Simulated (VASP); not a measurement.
HfB2, 3 atoms in the cell. Symmetry: P6/mmm, No. 191, hexagonal system. The conventional cell has a = 3.161 Å, b = 3.161 Å, c = 3.433 Å, α = 90.00°, β = 90.00°, γ = 120.00°. Hf (site symmetry 6/mmm) has 12 B at 2.51 Å as nearest neighbours. B (site symmetry -6m2) is surrounded by 3 B at 1.83 Å. 

* Program: VASP 6.6.1
* Task: single point
* Functional: PBE
* Potentials or basis: VASP PAW PBE potentials, release 64 (Hf_pv, B)
* Cutoff: 520 eV
* k mesh: 12 × 12 × 9
* Occupations: methfessel-paxton, width 0.1 eV
* Spin: no spin polarisation
* Dipole correction: no
* Further INCAR settings: ALGO = Normal; EDIFF = 1e-06; NBANDS = 15

Potentials or basis: VASP PAW PBE potentials, release 64 (Hf_pv, B).

Launch:

```console
$ cat potpaw_PBE.64/Hf_pv/POTCAR potpaw_PBE.64/B/POTCAR > POTCAR
$ mpirun -np 1 vasp_std > vasp.out
```

Hardware: 1 thread of Intel(R) Xeon(R) 6975P-C (Granite Rapids), on a shared host.

Estimate the wall time of this run.

Run time: 14 s on 1 thread of Intel(R) Xeon(R) 6975P-C (Granite Rapids) (shared host), peak memory 0.17 GiB. Counts: scf iterations 13, k points 95.
